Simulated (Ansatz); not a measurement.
ZnSe: pressure against volume per atom

Results calculated with Ansatz 0.2.0, not measured. Periodic Kohn-Sham DFT of a crystal at fixed atoms; pressure and stress are positive in compression; the energy is the free energy less that of spherical unpolarised free atoms; site moments are those in the method's own spheres, positive along +z.

Cell of the first row (space group F-43m, No. 216):
```
cell vectors (Å)
   0.0000     2.7760     2.7760
   2.7760     0.0000     2.7760
   2.7760     2.7760     0.0000
atoms (fractions of the cell vectors)
Zn  0.00000  0.00000  0.00000
Se  0.75000  0.75000  0.75000
```

Settings of every row: method frozen-core PAW; functional LDA; relativity scalar; k mesh 8x8x8; filling fermi-dirac; smearing width 0.03 eV; wave cutoff 420 eV; paw set soft_2.

Atom start moment: 0 on all atoms.

Limits: PAW files made with PBE.

| row | volume per atom (Å³) | pressure (GPa) |
| --- | --- | --- |
| 1 | 21.391 | 0.613 |
| 2 | 21.403 | 0.574 |
| 3 | 22.074 | -1.566 |
| 4 | 22.301 | -2.212 |
| 5 | 22.757 | -3.395 |
| 6 | 22.984 | ? |
| 7 | 23.439 | -4.928 |
| 8 | 23.667 | -5.381 |

Question: what pressure should row 6 give?

Worked fit of pressure. Take u = (V_r/V)^(2/3) − 1 with V_r = 22.301 Å³ an atom, which is twice the finite (Eulerian) strain; such expansions in the strain, on which the Birch-Murnaghan equation of state is built, carry the rest volume and the bulk modulus. The shown rows have u = 0.02816, 0.02778, 0.00684, 0, -0.0134, -0.03264, -0.03886. Least squares give pressure = −2.2099 + 92.409 × u + 278.95 × u² GPa; a straight line predicts inner rows, each left out in turn, worse (root mean square 0.17 against 0.003 GPa). The rows lie off it by -0.001, 0.002, -0.001, -0.002, 0.003, 0.001, -0.001. The pressure vanishes at u = 0.0224, or V = 21.57 Å³ an atom, and there the bulk modulus at fixed shape and fractions is B = −V dP/dV = (2/3)(1 + u) dP/du = 71.5 GPa. The withheld row has u = -0.01991, so the fit gives −2.2099 + 92.409 × (-0.01991) + 278.95 × (-0.01991)² = -3.939 GPa.

The calculation gave -3.936 GPa. The fit lies 0.003 GPa (0.05 % of the column's range) below it; its largest miss of a shown row is 0.003 GPa.
